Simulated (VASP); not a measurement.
A VASP 6.6.1 relaxation on HgSe

INCAR

```
GGA = PS
PREC = Accurate
EDIFFG = -5E-3
LWAVE = .FALSE.
ISIF = 3
LREAL = .FALSE.
EDIFF = 1E-7
LASPH = .TRUE.
ISMEAR = -1
NELM = 79
SIGMA = 0.02
IBRION = 2
LCHARG = .FALSE.
NSW = 40
ENCUT = 600
NBANDS = 16
```

KPOINTS

```
KPOINTS created by Atomic Simulation Environment
0
Monkhorst-Pack
6 6 6
0 0 0
```

POSCAR

```
Hg Se
 1.0000000000000000
    -0.0000000000000000    3.1297067988566041    3.1297067988566041
     3.1297067988566045    0.0000000000000000    3.1297067988566041
     3.1297067988566045    3.1297067988566041    0.0000000000000000
 Hg  Se
   1   1
Cartesian
  0.0000000000000000 -0.0000000000000000  0.0000000000000000
  1.5648533994283023  1.5648533994283020  1.5648533994283020
```

The recommended PBE PAW datasets give the neutral cell 18 valence electrons.

Command

```
mpirun -np 1 vasp_std
```

OSZICAR

```
N       E                     dE             d eps       ncg     rms          rms(c)
DAV:   1     0.118195420364E+03    0.11820E+03   -0.88940E+03   904   0.111E+03
DAV:   2    -0.352984163626E+00   -0.11855E+03   -0.10955E+03  1032   0.247E+02
DAV:   3    -0.507011174357E+01   -0.47171E+01   -0.47015E+01  1080   0.503E+01
DAV:   4    -0.509166756252E+01   -0.21556E-01   -0.21555E-01  1104   0.350E+00
DAV:   5    -0.509178496901E+01   -0.11741E-03   -0.11741E-03  1128   0.231E-01    0.636E+00
DAV:   6    -0.479782173702E+01    0.29396E+00   -0.50577E-01  1360   0.100E+01    0.521E+00
DAV:   7    -0.478679470079E+01    0.11027E-01   -0.99204E-02   968   0.224E+00    0.249E+00
DAV:   8    -0.478438237545E+01    0.24123E-02   -0.11407E-02  1048   0.127E+00    0.161E-01
DAV:   9    -0.478415860518E+01    0.22377E-03   -0.12743E-03  1136   0.492E-01    0.448E-02
DAV:  10    -0.478415650053E+01    0.21047E-05   -0.12420E-04  1072   0.125E-01    0.306E-02
...
       N       E                     dE             d eps       ncg     rms          rms(c)
DAV:   1    -0.484305588713E+01   -0.34213E-01   -0.59995E-01   976   0.860E+00    0.140E+00
DAV:   2    -0.481432630105E+01    0.28730E-01   -0.58700E-02   960   0.336E+00    0.503E-01
DAV:   3    -0.481118952814E+01    0.31368E-02   -0.70089E-03  1184   0.812E-01    0.486E-01
DAV:   4    -0.481080328453E+01    0.38624E-03   -0.72993E-04   984   0.202E-01    0.609E-02
DAV:   5    -0.481077845129E+01    0.24833E-04   -0.16208E-04  1112   0.184E-01    0.225E-02
DAV:   6    -0.481077507952E+01    0.33718E-05   -0.31922E-05  1000   0.749E-02    0.730E-03
DAV:   7    -0.481077569121E+01   -0.61170E-06   -0.90828E-07  1048   0.716E-03    0.298E-03
DAV:   8    -0.481077568670E+01    0.45168E-08   -0.33122E-07  1088   0.677E-03
   3 F= -.48107757E+01 E0= -.48107754E+01  d E =-.266126E-01
```

From OUTCAR

```
k-points           NKPTS =     28   k-points in BZ     NKDIM =     28   number of bands    NBANDS=     16

   NELECT =      18.0000    total number of electrons

   dimension x,y,z NGX =    36 NGY =   36 NGZ =   36
   dimension x,y,z NGXF=    72 NGYF=   72 NGZF=   72

  energy-cutoff  :      600.00
  volume of cell :       58.03
      direct lattice vectors                 reciprocal lattice vectors
     0.000000000  3.072904392  3.072904392    -0.162712514  0.162712514  0.162712514
     3.072904392  0.000000000  3.072904392     0.162712514 -0.162712514  0.162712514
     3.072904392  3.072904392  0.000000000     0.162712514  0.162712514 -0.162712514

 k-points in reciprocal lattice and weights: KPOINTS created by Atomic Simulation Env
   0.08333333  0.08333333  0.08333333       0.009
   0.25000000  0.08333333  0.08333333       0.028
   0.41666667  0.08333333  0.08333333       0.028
  -0.41666667  0.08333333  0.08333333       0.028
  -0.25000000  0.08333333  0.08333333       0.028
  -0.08333333  0.08333333  0.08333333       0.028
   0.25000000  0.25000000  0.08333333       0.028
   0.41666667  0.25000000  0.08333333       0.056
   ...

 E-fermi :   1.4478

 k-point     1 :       0.0833    0.0833    0.0833
  band No.  band energies     occupation
      1     -11.9318      2.00000
      2      -5.6637      2.00000
      3      -5.6615      2.00000
      4      -5.6615      2.00000
      5      -4.9766      2.00000
      6      -4.9766      2.00000
      7      -0.1986      2.00000
      8       1.2442      1.99992
      9       1.2442      1.99992
     10       1.6376      0.00015
     11       6.5468      0.00000
     12       6.8708      0.00000
     13       6.8708      0.00000
     14      10.1085      0.00000
     15      11.9494      0.00000
     16      11.9494      0.00000

 k-point     2 :       0.2500    0.0833    0.0833
  band No.  band energies     occupation
      1     -11.7965      2.00000
      2      -5.6094      2.00000
      3      -5.6025      2.00000
      4      -5.5686      2.00000
      5      -4.9935      2.00000
      6      -4.9606      2.00000
      7      -1.3978      2.00000
      8       0.5721      2.00000
      9       1.0565      2.00000
     10       2.4489      0.00000
     11       6.2237      0.00000
     12       7.1663      0.00000
     13       7.3806      0.00000
     14      10.8995      0.00000
     15      11.1635      0.00000
     16      11.7789      0.00000

 k-point     3 :       0.4167    0.0833    0.0833
  band No.  band energies     occupation
      1     -11.5792      2.00000
      2      -5.5249      2.00000
      3      -5.5196      2.00000
      4      -5.2009      2.00000
      5      -4.9711      2.00000
      6      -4.9249      2.00000
      7      -3.0739      2.00000
      8       0.0782      2.00000
      9       0.5779      2.00000
     10       2.7317      0.00000
     11       7.2163      0.00000
     12       7.4477      0.00000
     13       7.5418      0.00000
     14      10.8705      0.00000
     15      11.4488      0.00000
     16      12.6051      0.00000

 ...

  Total        0.0018625      0.0018625      0.0018625      0.0000000     -0.0000000     -0.0000000
  in kB        0.0514193      0.0514193      0.0514193      0.0000000     -0.0000000     -0.0000000
  external PRESSURE =       0.0514193 kB  Pullay stress =       0.0000000 kB

 POSITION                                       TOTAL-FORCE (eV/Angst)
 -----------------------------------------------------------------------------------
      0.00000      0.00000      0.00000         0.000000      0.000000      0.000000
      1.53645      1.53645      1.53645        -0.000000     -0.000000     -0.000000
 -----------------------------------------------------------------------------------
    total drift:                                0.000000      0.000000      0.000000

  FREE ENERGIE OF THE ION-ELECTRON SYSTEM (eV)
  ---------------------------------------------------
  free  energy   TOTEN  =        -4.8107756867 eV

  energy  without entropy=       -4.8107750791  energy(sigma->0) =       -4.81077538
```

```
ionic step  ΔE (meV/atom)  volume (Å³)  largest force (eV/Å)  pressure (GPa)  electronic steps
         1            0.0        61.31                 0.000           -2.47                13
         2          -12.3        57.21                 0.000            0.76                 9
         3          -13.3        58.03                 0.000            0.01                 8
```

It converged. Results: relaxed cell vector lengths 4.346, 4.346, 4.346 Å; relaxed cell volume 58.03 Å³.

The shifted mesh misses Γ, so a band edge there is missed.

For comparison, a separate PBEsol relaxation on usual settings, not on those above, ends at 58.09 Å³.

The run above took about 30 s on one core of a shared host (Intel Xeon 6975P-C) and held 0.22 GiB at most.
